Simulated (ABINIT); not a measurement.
Runs of ABINIT 10.8.3 (patched build) on BaTiO3. Symmetry: Pm-3m, No. 221, cubic system. Conventional cell: a = 4.006 Å, b = 4.006 Å, c = 4.006 Å, α = 90.00°, β = 90.00°, γ = 90.00°. Ba (site symmetry m-3m) is surrounded by 12 O at 2.83 Å. Ti (site symmetry m-3m) has 6 O at 2.00 Å as nearest neighbours. Around O (site symmetry 4/mmm) lie 2 Ti at 2.00 Å. 

```tsv
task	level	potentials or basis	cell	k mesh	cutoff (eV)	smearing	bands in the sums	one-shot functional	cutoff smearing ecutsm (Ha)	k points of the masses	bands of the masses	gap on the mesh (eV)	pressure (GPa)
one-shot levels of the hybrid PBE0-1/3	PBE	PseudoDojo NC SR PBE v0.5 stringent	as given	4 × 4 × 4	1252	fixed	28	PBE0-1/3	-	-	-	1.80	-
single point	PBE	PseudoDojo NC SR PBE v0.4.1 standard	cell relaxed	5 × 5 × 5	1143	fermi-dirac 0.05 eV	-	-	-	-	-	(a)	0.0
single point	LDA	PseudoDojo NC SR LDA v0.4.1 standard	cell relaxed	5 × 5 × 5	1143	fermi-dirac 0.05 eV	-	-	-	-	-	1.89	0.0
effective masses	LDA	PseudoDojo NC SR LDA v0.4.1 standard	cell relaxed at zero pressure by an earlier run	5 × 5 × 5	1143	fixed	-	-	0.5	[[0.0, 0.0, 0.0]]	[[18, 23]]	-	0.0
phonons	PBE	PseudoDojo NC SR PBE v0.4.1 standard	cell relaxed at zero pressure by an earlier run	6 × 6 × 6, shifted	1143	fixed	-	-	0.5	-	-	-	0.0
```

Alike in all rows: no spin polarisation.

Problem. Estimate the missing entries.

Solution. (a) 1.88.

Caveats: this set's barium file shifts pressures by 1 GPa against other sets (some runs); this release of the barium file is off (some runs); spin-orbit coupling is left out, which moves the levels of the heavy elements (some runs); an odd mesh through Γ misses points on the zone boundary, where band edges often lie (some runs); the masses are taken at a mesh point that needn't be the band's extremum (some runs); some modes are imaginary (some runs).

A k mesh can miss the band edges, and the runs leave out spin-orbit coupling on Ba.
